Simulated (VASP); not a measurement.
# ScAl3N4 (Cmc2_1) in VASP: settings compared

The runs below take ScAl3N4 through band structure, with HSE06, PBEsol.

Program: VASP 6.6.1. These are calculated values, not measurements. Logs are shortened: lines on timing, memory, paths and dates and some standing lists are left out, and cuts for length are marked.

**1. Starting point**

It takes space group Cmc2_1 (No. 36, orthorhombic). Conventional cell: a = 6.478 Å, b = 11.151 Å, c = 4.997 Å, α = 90.00°, β = 90.00°, γ = 90.00°. Around Sc (site symmetry m) lie 4 N at 2.04 to 2.12 Å. Al (site symmetry 1) has 4 N at 1.89 to 1.95 Å as nearest neighbours. Al (site symmetry m) has 4 N at 1.89 to 1.95 Å as nearest neighbours. Around N (site symmetry m) lie 2 Al at 1.90 Å and 2 Sc at 2.04 to 2.12 Å. N (site symmetry 1) has 3 Al at 1.89 Å and 1 Sc at 2.05 Å as nearest neighbours. N (site symmetry m) is surrounded by 4 Al at 1.92 to 1.95 Å.

The cell was built by a generator and needn't be a form met in nature.

**2. Band structure, HSE06**

Contents of POSCAR:

```
ScAl3N4                                 
1.0
    0.0000000000      0.0000000000     -4.9967916643
    3.2389897219      5.6100947758      0.0000000000
    3.2088652881     -5.5927024259      0.0000000000
  Sc              Al              N             
     2     6     8
Direct
     0.0117162632324257    0.1611732858735480    0.3223465617471094
     0.5117162632324257    0.3388267141264520    0.6776534382528906
     0.0024647943938723    0.1639404616345283    0.8349801633599809
     0.0057029881102457    0.6653236901732850    0.3306473703465762
     0.0024647943938723    0.6710397117254464    0.8349801633599951
     0.5024647943938724    0.3360595383654717    0.1650198366400190
     0.5057029881102457    0.8346763098267150    0.6693526296534238
     0.5024647943938724    0.8289602882745536    0.1650198366400048
     0.5873125430265500    0.1587733932827420    0.3175467765653979
     0.6247567783862534    0.1543766847485878    0.8451850265201780
     0.6208250600705166    0.6675525424357397    0.3351050748714786
     0.6247567783862534    0.6908083517715626    0.8451850265201496
     0.0873125430265500    0.3412266067172580    0.6824532234346021
     0.1247567783862535    0.3456233152514122    0.1548149734798220
     0.1208250600705167    0.8324474575642603    0.6648949251285214
     0.1247567783862535    0.8091916482284374    0.1548149734798504
```

Contents of INCAR.step1:

```
SYSTEM = ScAl3N4
PREC = Accurate ; ENCUT = 520
EDIFF = 1E-5 ; ISMEAR = 0
SIGMA = 0.03 ; LREAL = .False.
LASPH = .True. ; NELM = 80
ALGO = Normal ; ISIF = 2
LWAVE = .True. ; LCHARG = .False.
LMAXMIX = 4 ; NBANDS = 54
GGA = PE ; LUSENCCL = .False.
```

Contents of INCAR.step2:

```
SYSTEM = ScAl3N4
PREC = Accurate ; ENCUT = 520
EDIFF = 1E-7 ; ISMEAR = 0
SIGMA = 0.03 ; LREAL = .False.
LASPH = .True. ; NELM = 80
ALGO = Normal ; ISIF = 2
LWAVE = .False. ; LCHARG = .False.
LMAXMIX = 4 ; GGA = PE
LHFCALC = .True. ; HFSCREEN = 0.2
PRECFOCK = Fast ; NBANDS = 54
ISTART = 1 ; LUSENCCL = .False.
```

Contents of KPOINTS:

```
Automatic mesh
0
Gamma
  4 2 2
  0 0 0
```

Contents of KPOINTS_OPT:

```
explicit points
6
Reciprocal
 0.0000000000  0.0000000000  0.0000000000 1
 0.5000000000  0.0000000000  0.0000000000 1
 0.5000000000  0.3333333333  0.3333333333 1
 0.0000000000  0.3333333333  0.3333333333 1
 0.5000000000  0.5000000000  0.0000000000 1
 0.0000000000  0.5000000000  0.0000000000 1
```

Potentials or basis: VASP PAW PBE potentials, release 64 (Sc_sv, Al, N).

Command:

```console
$ cat potpaw_PBE.64/Sc_sv/POTCAR potpaw_PBE.64/Al/POTCAR potpaw_PBE.64/N/POTCAR > POTCAR
$ cp INCAR.step1 INCAR
$ mpirun -np 1 vasp_std > vasp.out
$ cp INCAR.step2 INCAR
$ mpirun -np 1 vasp_std > vasp.out
```

OUTCAR:

```text
SYSTEM = ScAl3N4
   PREC = Accurate
   ENCUT = 520
   EDIFF = 1E-7
   ISMEAR = 0
   LREAL = .False.
   LASPH = .True.
   NELM = 80
   ISIF = 2
   GGA = PE
   LHFCALC = .True.
   HFSCREEN = 0.2
   PRECFOCK = Fast
   ISTART = 1

 ion  position               nearest neighbor table
   1  0.012  0.161  0.322-  13 2.04  14 2.05  16 2.05   9 2.12   6 3.08   8 3.08   5 3.15   3 3.15
                             6 3.15   8 3.15   2 3.19   2 3.19   4 3.24   4 3.24   5 3.30   3 3.30
   2  0.512  0.339  0.678-   9 2.04  10 2.05  12 2.05  13 2.12   3 3.08   5 3.08   8 3.15   6 3.15
                             3 3.15   5 3.15   1 3.19   1 3.19   7 3.24   7 3.24   8 3.30   6 3.30
   3  0.002  0.164  0.835-  14 1.89  10 1.89  13 1.90  15 1.95   2 3.08   7 3.09   6 3.10   6 3.10
                             7 3.12   1 3.15   2 3.15   5 3.19   4 3.21   4 3.23   5 3.28   1 3.30
   4  0.006  0.665  0.331-  16 1.89  14 1.89  11 1.92  15 1.95   8 3.09   6 3.09   8 3.12   6 3.12
                             7 3.13   7 3.13   3 3.21   5 3.21   3 3.23   5 3.23   1 3.24   1 3.24
   5  0.002  0.671  0.835-  16 1.89  12 1.89  13 1.90  15 1.95   2 3.08   7 3.09   8 3.10   8 3.10
                             7 3.12   1 3.15   2 3.15   3 3.19   4 3.21   4 3.23   3 3.28   1 3.30
   6  0.502  0.336  0.165-  10 1.89  14 1.89   9 1.90  11 1.95   1 3.08   4 3.09   3 3.10   3 3.10
                             4 3.12   2 3.15   1 3.15   8 3.19   7 3.21   7 3.23   8 3.28   2 3.30
   7  0.506  0.835  0.669-  12 1.89  10 1.89  15 1.92  11 1.95   5 3.09   3 3.09   5 3.12   3 3.12
                             4 3.13   4 3.13   6 3.21   8 3.21   6 3.23   8 3.23   2 3.24   2 3.24
   8  0.502  0.829  0.165-  12 1.89  16 1.89   9 1.90  11 1.95   1 3.08   4 3.09   5 3.10   5 3.10
                             4 3.12   2 3.15   1 3.15   6 3.19   7 3.21   7 3.23   6 3.28   2 3.30
   9  0.587  0.159  0.318-   6 1.90   8 1.90   2 2.04   1 2.12
  10  0.625  0.154  0.845-   7 1.89   6 1.89   3 1.89   2 2.05
  11  0.621  0.668  0.335-   4 1.92   8 1.95   6 1.95   7 1.95
  12  0.625  0.691  0.845-   7 1.89   8 1.89   5 1.89   2 2.05
  13  0.087  0.341  0.682-   3 1.90   5 1.90   1 2.04   2 2.12
  14  0.125  0.346  0.155-   4 1.89   3 1.89   6 1.89   1 2.05
  15  0.121  0.832  0.665-   7 1.92   5 1.95   3 1.95   4 1.95
  16  0.125  0.809  0.155-   4 1.89   5 1.89   8 1.89   1 2.05

  LATTYP: Found a base centered orthorhombic cell.
 ALAT       =     6.4779794544
 B/A-ratio  =     1.7213114385
 C/A-ratio  =     0.7713503415

  Lattice vectors:

 A1 = (  -3.2088652881,   5.5927024259,   0.0000000000)
 A2 = (   6.4478550100,   0.0173923499,   0.0000000000)
 A3 = (   0.0000000000,   0.0000000000,  -4.9967916643)

Analysis of symmetry for initial positions (statically):
=====================================================================
 Subroutine PRICEL returns:
 Original cell was already a primitive cell.

 Routine SETGRP: Setting up the symmetry group for a
 base centered orthorhombic supercell.

[... 155 lines left out ...]
  Thomas-Fermi vector in A             =   2.382354
   LORBIT       =      0    0 simple, 1 ext, 2 COOP (PROOUT), +10 PAW based schemes
   GGA     = PE    functional components
   LHFCALC =     T    Hartree Fock is set to
   PRECFOCK=fast      Normal, Fast or Accurate (Low or Medium for compatibility)
   ENCUT4O =  -1.0   cutoff for four orbital integrals eV
   NKREDX  =     1    reduce k-point grid by
   NKREDY  =     1    reduce k-point grid by
   NKREDZ  =     1    reduce k-point grid by
   AEXX    =    0.2500 exact exchange contribution
   HFSCREEN=    0.2000 screening length (either q_TF or 0.3 A-1)
   HFSCREENC=   0.2000 screening length for correlation (either q_TF or 0.3 A-1)
   ENCUTFOCK=  -1.0 apply spherical cutoff to Coloumb kernel
   IVDW    =     0    specifies the selected vdW correction
   LEPSILON=     F    determine dielectric tensor
   LRPA    =     F    only Hartree local field effects (RPA)
 non-spin polarized calculation
 Gauss-broadening in eV      SIGMA  =   0.03
  energy-cutoff  :      520.00
  volume of cell :      180.47
 maximum number of plane-waves:      4892
 NGX is ok and might be reduce to    40
  NGX = 20; NGY = 28; NGZ = 28

 number of electron      80.0000010 magnetization

 Free energy of the ion-electron system (eV)
  ---------------------------------------------------
  ext. energy  EPLUGINS =         0.00000000
  ---------------------------------------------------
  free energy    TOTEN  =      -146.62883918 eV

  energy without entropy =     -146.62883918  energy(sigma->0) =     -146.62883918

 E-fermi :   4.5187     XC(G=0):  -8.9287

 val. band max:        4.3178406842   @ k =   0.0000   0.0000   0.0000
 cond. band min:       9.3959496948   @ k =   0.0000   0.0000   0.0000
 fundamental gap:      5.0781090107
 Fermi energy:         4.5186519503

 k-point     1 :       0.0000    0.0000    0.0000
  band No.  band energies     occupation
      1     -46.1359      2.00000
      2     -46.1020      2.00000
      3     -23.4487      2.00000
      4     -23.4308      2.00000
      5     -23.3818      2.00000
      6     -23.3470      2.00000
[... 484 lines left out ...]
     51      13.2290      0.00000
     52      13.2290      0.00000
 [bands above 52 left out]

------------------------ aborting loop because EDIFF is reached ----------------------------------------

  FORCE on cell =-STRESS in cart. coord.  units (eV):
  Direction    XX          YY          ZZ          XY          YZ          ZX
  --------------------------------------------------------------------------------------
  -------------------------------------------------------------------------------------
  Total       -0.5701782     -0.6069878     -0.2908704     -0.0318780      0.0000000      0.0000000
  in kB       -5.0619910     -5.3887829     -2.5823213     -0.2830100      0.0000000      0.0000000
  external PRESSURE =      -4.3443651 kB  Pullay stress =       0.0000000 kB

 VOLUME and BASIS-vectors are now :
 -----------------------------------------------------------------------------
  energy-cutoff  :      520.00
  volume of cell :      180.47
      direct lattice vectors                 reciprocal lattice vectors
     0.000000000  0.000000000 -4.996791664     0.000000000  0.000000000 -0.200128416
     3.238989722  5.610094776  0.000000000     0.154850681  0.088847026  0.000000000
     3.208865288 -5.592702426  0.000000000     0.155332241 -0.089681111  0.000000000

 POSITION                                       TOTAL-FORCE (eV/Angst)
 -----------------------------------------------------------------------------------
      1.55641     -0.89859     -0.05854        -0.030552      0.017639     -0.020717
      3.27195     -1.88906     -2.55694         0.030552     -0.017639     -0.020717
      3.21034     -3.75007     -0.01232         0.077996      0.026741      0.047776
      3.21598      1.88332     -0.02850        -0.080994      0.046762     -0.013210
      4.85283     -0.90520     -0.01232         0.015840     -0.080917      0.047776
      1.61802      0.96242     -2.51071        -0.077996     -0.026741      0.047776
[... 8 lines left out ...]
      4.82985      0.95155     -0.60374        -0.001294      0.000747     -0.034401
      3.11774      3.67381     -0.62338        -0.098054     -0.059990     -0.051833
 -----------------------------------------------------------------------------------
    total drift:                               -0.000004     -0.000004     -0.003458

  FREE ENERGIE OF THE ION-ELECTRON SYSTEM (eV)
  ---------------------------------------------------
  free  energy   TOTEN  =      -146.6288391844 eV

  energy  without entropy=     -146.6288391844  energy(sigma->0) =     -146.62883918
```

OUTCAR.step1:

```text
SYSTEM = ScAl3N4
   PREC = Accurate
   ENCUT = 520
   EDIFF = 1E-5
   ISMEAR = 0
   LREAL = .False.
   LASPH = .True.
   NELM = 80
[... 759 lines left out ...]
      1.61802      0.96242     -2.51071        -0.003359     -0.002485     -0.003280
[... 8 lines left out ...]
      4.82985      0.95155     -0.60374        -0.004173      0.002409     -0.005039
      3.11774      3.67381     -0.62338        -0.085519     -0.051538     -0.027372
 -----------------------------------------------------------------------------------
    total drift:                               -0.000010      0.000086     -0.000825

  FREE ENERGIE OF THE ION-ELECTRON SYSTEM (eV)
  ---------------------------------------------------
  free  energy   TOTEN  =      -124.1581596770 eV

  energy  without entropy=     -124.1581596770  energy(sigma->0) =     -124.15815968
```

It took 1.5 h on 1 × NVIDIA H100 80GB with 1 thread of AMD EPYC 7R13 (Zen 3), shared host; peak memory 1.3 GiB.

Results:

| Quantity | Value |
| --- | --- |
| Free energy | -146.6288 eV |
| Pressure | -0.4 GPa |
| Largest force | 0.152 eV/Å |
| Band gap on the k mesh | 5.08 eV, direct |
| Band gap along the path | 4.99 eV, indirect (least direct gap 5.08 eV) |

Forces in eV/Å, atoms in the order of the input:
```
Sc  -0.031  0.018 -0.021
Sc   0.031 -0.018 -0.021
Al   0.078  0.027  0.048
Al  -0.081  0.047 -0.013
Al   0.016 -0.081  0.048
Al  -0.078 -0.027  0.048
Al   0.081 -0.047 -0.013
Al  -0.016  0.081  0.048
N   -0.114  0.066  0.076
N   -0.003 -0.115 -0.052
N    0.001 -0.001 -0.034
N    0.098  0.060 -0.052
N    0.114 -0.066  0.076
N    0.003  0.115 -0.052
N   -0.001  0.001 -0.034
N   -0.098 -0.060 -0.052
```

Stress tensor (GPa, compression positive):
```
-0.51 -0.03  0.00
-0.03 -0.54  0.00
 0.00  0.00 -0.26
```

Caveat: the k mesh is coarse (spacing up to 0.56 Å⁻¹), so the values aren't converged, least of all with exact exchange; the PAW data sets were made with another functional, which shifts forces and pressure a little; the mesh misses the band edges, which the band path finds closer together.

**3. Band structure, PBEsol**

Contents of INCAR:

```
ALGO     = Normal         # electronic algorithm
EDIFF    = 1E-6           # SCF threshold, eV
ENCUT    = 520            # plane-wave cutoff, eV
GGA      = PS             # functional
ICORELEVEL= 1            
ISIF     = 2              # what is computed and relaxed
ISMEAR   = 0              # smearing method
LASPH    = True           # aspherical terms in the spheres
LCHARG   = False          # write CHGCAR
LMAXMIX  = 4              # l up to which the mixer works
LREAL    = False          # projectors in reciprocal space
LUSENCCL = False        
LWAVE    = False          # write WAVECAR
NBANDS   = 54             # bands
NELM     = 80             # most SCF steps
PREC     = Accurate       # precision mode
SIGMA    = 0.03           # smearing width, eV
```

Contents of KPOINTS:

```
k-points
0
Gamma
  6 6 6
```

Contents of POSCAR:

```
ScAl3N4                                 
1.0
   -0.0000000000      0.0000000000     -4.9967916629
    3.2389897215      5.6100947752      0.0000000000
    3.2088652875     -5.5927024252      0.0000000000
  Sc              Al              N             
     2     6     8
Direct
     0.0117162632329561    0.1611732858739130    0.3223465617478394
     0.5117162632329560    0.3388267141260869    0.6776534382521605
     0.0024647943767503    0.1639404616439998    0.8349801633735311
     0.0057029880977371    0.6653236901696542    0.3306473703393147
     0.0024647943767503    0.6710397117295249    0.8349801633735453
     0.5024647943767503    0.3360595383560002    0.1650198366264690
     0.5057029880977372    0.8346763098303458    0.6693526296606853
     0.5024647943767503    0.8289602882704751    0.1650198366264548
     0.5873125430434465    0.1587733932865023    0.3175467765729327
     0.6247567783958377    0.1543766847581754    0.8451850265240242
     0.6208250600806742    0.6675525424416874    0.3351050748833740
     0.6247567783958377    0.6908083517658141    0.8451850265239957
     0.0873125430434465    0.3412266067134977    0.6824532234270673
     0.1247567783958376    0.3456233152418245    0.1548149734759829
     0.1208250600806742    0.8324474575583126    0.6648949251166261
     0.1247567783958376    0.8091916482341859    0.1548149734760042
```

KPOINTS_OPT is that of step 2.

Potentials or basis: VASP PAW PBE potentials, release 64 (Sc_sv, Al, N).

Command:

```console
$ cat potpaw_PBE.64/Sc_sv/POTCAR potpaw_PBE.64/Al/POTCAR potpaw_PBE.64/N/POTCAR > POTCAR
$ mpirun -np 1 vasp_std > vasp.out
```

Run time: 10 min. Hardware: 1 × NVIDIA H100 80GB with 1 thread of AMD EPYC 7R13 (Zen 3), shared host; peak memory 1.8 GiB.

Results (log left out):

```
Free energy             : -130.4649 eV
Pressure                : 0.1 GPa
Largest force           : 0.004 eV/Å
Band gap on the k mesh  : 3.55 eV, indirect (least direct gap 3.62 eV)
Band gap along the path : 3.55 eV, indirect (least direct gap 3.62 eV)
```

Forces on the atoms (eV/Å):
```
Sc   0.000  0.000  0.004
Sc   0.000  0.000  0.004
Al   0.000  0.000 -0.001
Al   0.000  0.000  0.002
Al   0.000  0.000 -0.001
Al   0.000  0.000 -0.001
Al   0.000  0.000  0.002
Al   0.000  0.000 -0.001
N    0.001  0.000  0.001
N    0.004  0.001 -0.001
N    0.001 -0.001 -0.002
N    0.001 -0.004 -0.001
N   -0.001  0.000  0.001
N   -0.004 -0.001 -0.001
N   -0.001  0.001 -0.002
N   -0.001  0.004 -0.001
```

Levels at points of the mesh, in eV from the valence-band top:
| k point | band 38 | band 39 | band 40 | band 41 | band 42 | band 43 |
| --- | --- | --- | --- | --- | --- | --- |
| (0.00, 0.00, 0.00) | -0.43 | -0.24 | 0.00 | 3.74 | 3.91 | 3.98 |
| (0.50, 0.00, 0.00) | -0.59 | -0.37 | -0.37 | 4.36 | 4.36 | 4.55 |
| (0.00, 0.50, 0.00) | -0.26 | -0.18 | -0.09 | 3.83 | 4.19 | 4.53 |
| (0.50, 0.50, 0.00) | -0.35 | -0.26 | -0.26 | 4.62 | 4.62 | 4.95 |
| (0.00, 0.00, 0.50) | -0.24 | -0.21 | -0.15 | 3.62 | 4.27 | 4.42 |
| (0.50, 0.00, 0.50) | -0.38 | -0.18 | -0.18 | 4.47 | 4.47 | 4.96 |

Core levels (eV, on the scale of the bands):
```tsv
atom	levels
1 Sc	1s -4383.3, 2s -460.9, 2p -374.8
2 Sc	1s -4383.3, 2s -460.9, 2p -374.8
3 Al	1s -1498.2, 2s -95.6, 2p -57.0
4 Al	1s -1498.3, 2s -95.6, 2p -57.0
5 Al	1s -1498.2, 2s -95.6, 2p -57.0
6 Al	1s -1498.2, 2s -95.6, 2p -57.0
```

Caveat: the PAW data sets were made with another functional, which shifts forces and pressure a little.
